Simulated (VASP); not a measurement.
# Yb (Im-3m) in VASP: notebook

One crystal, Yb, is run at these levels: PBEsol; tasks: single point.

Everything below comes from runs of VASP 6.6.1. Logs are shortened: lines on timing, memory, paths and dates and some standing lists are left out, and cuts for length are marked.

**1. Starting point**

Symmetry: Im-3m, No. 229, cubic system. The conventional cell has a = 4.303 Å, b = 4.303 Å, c = 4.303 Å, α = 90.00°, β = 90.00°, γ = 90.00°. Around Yb (site symmetry m-3m) lie 8 Yb at 3.73 Å.

This isn't the form of Yb at room conditions, which is fcc.

**2. Single point, PBEsol**

INCAR reads:

```
SYSTEM = Yb
ALGO     = Fast           ! electronic algorithm
EDIFF    = 1E-7           ! SCF threshold, eV
ENCUT    = 520            ! plane-wave cutoff, eV
GGA      = PS             ! functional
ISIF     = 2              ! what is computed and relaxed
ISMEAR   = -1             ! smearing method
LASPH    = .TRUE.         ! aspherical terms in the spheres
LCHARG   = .FALSE.        ! write CHGCAR
LREAL    = .FALSE.        ! projectors in reciprocal space
LWAVE    = .FALSE.        ! write WAVECAR
NBANDS   = 18             ! bands
NELM     = 60             ! most SCF steps
PREC     = Accurate       ! precision mode
SIGMA    = 0.05           ! smearing width, eV
```

KPOINTS reads:

```
k-points
0
G
  12 12 12
  0 0 0
```

POSCAR reads:

```
Yb
1.0
   -2.1514830000      2.1514830000      2.1514830000
    2.1514830000     -2.1514830000      2.1514830000
    2.1514830000      2.1514830000     -2.1514830000
Yb
1
Direct
    0.0000000000      0.0000000000      0.0000000000
```

Potentials or basis: VASP PAW PBE potentials, release 64 (Yb).

Run with:

```console
cat potpaw_PBE.64/Yb/POTCAR > POTCAR
mpirun -np 1 vasp_std > vasp.out
```

OUTCAR:

```text
SYSTEM = Yb
   EDIFF = 1E-7
   ENCUT = 520
   GGA = PS
   ISIF = 2
   ISMEAR = -1
   LASPH = .TRUE.
   LREAL = .FALSE.
   NELM = 60
   PREC = Accurate

 ion  position               nearest neighbor table
   1  0.000  0.000  0.000-

  LATTYP: Found a body centered cubic cell.
 ALAT       =     4.3029660000

  Lattice vectors:

 A1 = (  -2.1514830000,   2.1514830000,   2.1514830000)
 A2 = (   2.1514830000,  -2.1514830000,   2.1514830000)
 A3 = (   2.1514830000,   2.1514830000,  -2.1514830000)

Analysis of symmetry for initial positions (statically):
=====================================================================
 Subroutine PRICEL returns:
 Original cell was already a primitive cell.

 Routine SETGRP: Setting up the symmetry group for a
 body centered cubic supercell.

 Subroutine GETGRP returns: Found 48 space group operations
 (whereof 48 operations were pure point group operations)
 out of a pool of 48 trial point group operations.

The static configuration has the point symmetry O_h .

Analysis of symmetry for dynamics (positions and initial velocities):
=====================================================================
 Subroutine PRICEL returns:
 Original cell was already a primitive cell.

 Routine SETGRP: Setting up the symmetry group for a
 body centered cubic supercell.

 Subroutine GETGRP returns: Found 48 space group operations
 (whereof 48 operations were pure point group operations)
 out of a pool of 48 trial point group operations.

The dynamic configuration has the point symmetry O_h .

 Subroutine INISYM returns: Found 48 space group operations
 (whereof 48 operations are pure point group operations),
 and found     1 'primitive' translations

----------------------------------------------------------------------------------------

                                     Primitive cell

  volume of cell :      39.8358

  direct lattice vectors                    reciprocal lattice vectors
    -2.151483000  2.151483000  2.151483000     0.000000000  0.232397839  0.232397839
     2.151483000 -2.151483000  2.151483000     0.232397839  0.000000000  0.232397839
     2.151483000  2.151483000 -2.151483000     0.232397839  0.232397839  0.000000000

  length of vectors
     3.726477868  3.726477868  3.726477868     0.328660176  0.328660176  0.328660176

  position of ions in fractional coordinates (direct lattice)
     0.000000000  0.000000000  0.000000000

  ion indices of the primitive-cell ions
   primitive index   ion index
                 1           1

----------------------------------------------------------------------------------------

 KPOINTS: k-points

Automatic generation of k-mesh.
 Grid dimensions read from file:
 generate k-points for:   12   12   12

 Generating k-lattice:

  Cartesian coordinates                     Fractional coordinates (reciprocal lattice)
     0.000000000  0.019366487  0.019366487     0.083333333  0.000000000  0.000000000
     0.019366487  0.000000000  0.019366487     0.000000000  0.083333333  0.000000000
     0.019366487  0.019366487  0.000000000     0.000000000  0.000000000  0.083333333

  Length of vectors
     0.027388348  0.027388348  0.027388348

  Shift w.r.t. Gamma in fractional coordinates (k-lattice)
     0.000000000  0.000000000  0.000000000

 Subroutine IBZKPT returns following result:
 ===========================================

 Found     72 irreducible k-points:

 Following reciprocal coordinates:
            Coordinates               Weight
  0.000000  0.000000  0.000000      1.000000
  0.083333  0.000000  0.000000     12.000000
  0.166667  0.000000  0.000000     12.000000
  0.250000  0.000000  0.000000     12.000000
  0.333333  0.000000  0.000000     12.000000
  0.416667  0.000000  0.000000     12.000000
[... 16 lines left out ...]
  0.333333  0.083333  0.083333     24.000000
  0.416667  0.083333  0.083333     12.000000
 [... further k-points ...]
   k-points           NKPTS =     72   k-points in BZ     NKDIM =     72   number of bands    NBANDS=     18
   number of dos      NEDOS =    301   number of ions     NIONS =      1
   total plane-waves  NPLWV =  21952
   dimension x,y,z NGX =    28 NGY =   28 NGZ =   28
   dimension x,y,z NGXF=    56 NGYF=   56 NGZF=   56
   ions per type =               1
   NGX,Y,Z   is equivalent  to a cutoff of  12.49, 12.49, 12.49 a.u.
   NGXF,Y,Z  is equivalent  to a cutoff of  24.98, 24.98, 24.98 a.u.
 SYSTEM =  Yb
   PREC   = accura    normal or accurate (medium, high low for compatibility)
   ISTART =      0    job   : 0-new  1-cont  2-samecut
   ICHARG =      2    charge: 1-file 2-atom 10-const
   ISPIN  =      1    spin polarized calculation?
   LNONCOLLINEAR =      F non collinear calculations
   LSORBIT =      F    spin-orbit coupling
   LASPH  =      T    aspherical Exc in radial PAW
   ENCUT  =  520.0 eV  38.22 Ry    6.18 a.u.   6.93  6.93  6.93*2*pi/ulx,y,z
   NELM   =     60;   NELMIN=  2; NELMDL= -5     # of ELM steps
   EDIFF  = 0.1E-06   stopping-criterion for ELM
   LREAL  =      F    real-space projection
   EDIFFG = 0.1E-05   stopping-criterion for IOM
   NSW    =      0    number of steps for IOM
   IBRION =     -1    ionic relax: 0-MD 1-quasi-New 2-CG
   NFREE  =      0    steps in history (QN), initial steepest desc. (CG)
   ISIF   =      2    stress and relaxation
   ISYM   =      2    0-nonsym 1-usesym 2-fastsym
   POTIM  = 0.5000    time-step for ionic-motion
   TEBEG  =    0.0;   TEEND  =   0.0 temperature during run
   PSTRESS=    0.0 pullay stress
   NELECT =      24.0000    total number of electrons
   NUPDOWN=      -1.0000    fix difference up-down
   EMIN   =  10.00;   EMAX   =-10.00  energy-range for DOS
   EFERMI =   0.00;   METHOD = LEGACY
   ISMEAR =    -1;   SIGMA  =   0.05  broadening in eV -4-tet -1-fermi 0-gaus
   EFERMI_NEDOS =   21; number of points for ismear=-14 and -15
   IALGO  =     68    algorithm
   IMIX   =      4    mixing-type and parameters
     AMIX     =   0.40;   BMIX     =  1.00
     AMIX_MAG =   1.60;   BMIX_MAG =  1.00
  volume/ion in A,a.u.               =      39.84       268.83
  Fermi-wavevector in a.u.,A,eV,Ry     =   1.382677  2.612880 26.011550  1.911795
  Thomas-Fermi vector in A             =   2.507346
   LORBIT       =      0    0 simple, 1 ext, 2 COOP (PROOUT), +10 PAW based schemes
   GGA     = PS    functional components
   LHFCALC =     F    Hartree Fock is set to
   AEXX    =    0.0000 exact exchange contribution
   IVDW    =     0    specifies the selected vdW correction
   LEPSILON=     F    determine dielectric tensor
   LRPA    =     F    only Hartree local field effects (RPA)
 non-spin polarized calculation
 RMM-DIIS sequential band-by-band and
  energy-cutoff  :      520.00
  volume of cell :       39.84
 maximum number of plane-waves:      1091
   NGX = 13   NGY = 13   NGZ = 13

 number of electron      24.0000000 magnetization

 Free energy of the ion-electron system (eV)
  ---------------------------------------------------
  ext. energy  EPLUGINS =         0.00000000
  ---------------------------------------------------
  free energy    TOTEN  =        -3.83155146 eV

  energy without entropy =       -3.81759287  energy(sigma->0) =       -3.82457216

 E-fermi :   1.1445     XC(G=0):  -9.1150

 val. band max:        1.1280114759   @ k =  -0.4167   0.5000   0.3333
 cond. band min:       1.1525019134   @ k =  -0.4167  -0.4167   0.1667
 fundamental gap:      0.0244904375
 Fermi energy:         1.1445494659

 k-point     1 :       0.0000    0.0000    0.0000
  band No.  band energies     occupation
      1     -50.6727      2.00000
      2     -22.9038      2.00000
      3     -22.9038      2.00000
      4     -22.9038      2.00000
      5      -3.7922      2.00000
      6       0.7354      1.99944
[... 10 lines left out ...]
     17       5.6557      0.00000
     18      11.3898      0.00000

 k-point     2 :       0.0833    0.0000    0.0000
  band No.  band energies     occupation
      1     -50.6720      2.00000
      2     -22.9205      2.00000
      3     -22.9094      2.00000
      4     -22.9038      2.00000
      5      -3.6383      2.00000
      6       0.7363      1.99943
[... 10 lines left out ...]
     17       5.6544      0.00000
     18      11.7091      0.00000

 k-point     3 :       0.1667    0.0000    0.0000
  band No.  band energies     occupation
      1     -50.6700      2.00000
      2     -22.9659      2.00000
      3     -22.9245      2.00000
      4     -22.9037      2.00000
      5      -3.1913      2.00000
      6       0.7391      1.99940
[... 10 lines left out ...]
     17       5.6749      0.00000
     18      11.7644      0.00000

 k-point     4 :       0.2500    0.0000    0.0000
  band No.  band energies     occupation
      1     -50.6672      2.00000
      2     -23.0269      2.00000
      3     -22.9451      2.00000
      4     -22.9036      2.00000
      5      -2.4984      2.00000
      6       0.7436      1.99934
[... 375 lines left out ...]
      4     -22.9181      2.00000
      5      -1.3830      2.00000
      6       0.7503      1.99925
[... 10 lines left out ...]
     17       6.4920      0.00000
     18       9.6457      0.00000

 k-point    23 :       0.3333    0.0833    0.0833
  band No.  band energies     occupation
      1     -50.6621      2.00000
      2     -23.1186      2.00000
      3     -22.9868      2.00000
      4     -22.9189      2.00000
      5      -0.5485      2.00000
      6       0.7479      1.99928
[... 10 lines left out ...]
     17       7.1646      0.00000
     18       8.1610      0.00000

 k-point    24 :       0.4167    0.0833    0.0833
  band No.  band energies     occupation
      1     -50.6615      2.00000
      2     -23.1290      2.00000
      3     -22.9951      2.00000
      4     -22.9192      2.00000
      5      -0.1284      2.00000
      6       0.7442      1.99933
[... 10 lines left out ...]
     17       7.3063      0.00000
     18       8.2102      0.00000

 [... further k-points ...]

------------------------ aborting loop because EDIFF is reached ----------------------------------------

  FORCE on cell =-STRESS in cart. coord.  units (eV):
  Direction    XX          YY          ZZ          XY          YZ          ZX
  --------------------------------------------------------------------------------------
  -------------------------------------------------------------------------------------
  Total       -0.9255434     -0.9255434     -0.9255434     -0.0000000     -0.0000000      0.0000000
  in kB      -37.2249077    -37.2249077    -37.2249077     -0.0000000     -0.0000000      0.0000000
  external PRESSURE =     -37.2249077 kB  Pullay stress =       0.0000000 kB

 VOLUME and BASIS-vectors are now :
 -----------------------------------------------------------------------------
  energy-cutoff  :      520.00
  volume of cell :       39.84
      direct lattice vectors                 reciprocal lattice vectors
    -2.151483000  2.151483000  2.151483000     0.000000000  0.232397839  0.232397839
     2.151483000 -2.151483000  2.151483000     0.232397839  0.000000000  0.232397839
     2.151483000  2.151483000 -2.151483000     0.232397839  0.232397839  0.000000000

 POSITION                                       TOTAL-FORCE (eV/Angst)
 -----------------------------------------------------------------------------------
      0.00000      0.00000      0.00000        -0.000000      0.000000      0.000000
 -----------------------------------------------------------------------------------
    total drift:                               -0.000000     -0.000000     -0.000000

  FREE ENERGIE OF THE ION-ELECTRON SYSTEM (eV)
  ---------------------------------------------------
  free  energy   TOTEN  =        -3.8315514614 eV

  energy  without entropy=       -3.8175928658  energy(sigma->0) =       -3.82457216
```

Wall time 2.6 min (1 thread of Intel Xeon Platinum 8488C (Sapphire Rapids), shared host); peak memory 0.21 GiB.

Results:

| Item | Value |
| --- | --- |
| Free energy | -3.8316 eV |
| Pressure | -3.7 GPa |
| Band gap on the k mesh | none (metal or under the smearing width) |

Caveat: the PAW data sets were made with another functional, which shifts forces and pressure a little.

**3. Single point, PBEsol (volume scaled by 0.9405)**

INCAR reads:

```
PREC = Accurate
ENCUT = 520
EDIFF = 1E-6
ISMEAR = -1
SIGMA = 0.05
LREAL = F
LASPH = T
NELM = 80
ALGO = Fast
ISIF = 2
LWAVE = F
LCHARG = F
GGA = PS
NBANDS = 18
```

KPOINTS reads:

```
Automatic mesh
0
Gamma
  12 12 12
```

POSCAR reads:

```
Yb
1.0
   -2.1079364751      2.1079364751      2.1079364751
    2.1079364751     -2.1079364751      2.1079364751
    2.1079364751      2.1079364751     -2.1079364751
Yb
1
Direct
    0.0000000000      0.0000000000      0.0000000000
```

Potentials or basis: VASP PAW PBE potentials, release 64 (Yb).

Run with:

```console
cat potpaw_PBE.64/Yb/POTCAR > POTCAR
mpirun -np 1 vasp_std > vasp.out
```

Wall time 2 min (1 thread of Intel Xeon Platinum 8488C (Sapphire Rapids), shared host); peak memory 0.2 GiB.

The run converged. Its results:

* Free energy: -3.8810 eV
* Pressure: -3.0 GPa
* Band gap on the k mesh: none (metal or under the smearing width)

Levels at points of the mesh, in eV from the Fermi level:
```
           k point  band 8  band 9  band 10  band 11  band 12  band 13  band 14  band 15  band 16  band 17
(0.00, 0.00, 0.00)   -0.42   -0.30    -0.30    -0.30    -0.27     2.84     2.84     2.84     4.69     4.69
(0.50, 0.00, 0.00)   -0.38   -0.33    -0.33    -0.30    -0.29     0.52     1.30     4.37     5.38     7.14
(0.50, 0.50, 0.50)   -0.38   -0.38    -0.38    -0.29    -0.29    -0.29     4.93     4.93     4.93     6.54
```

Caveat: the PAW data sets were made with another functional, which shifts forces and pressure a little.
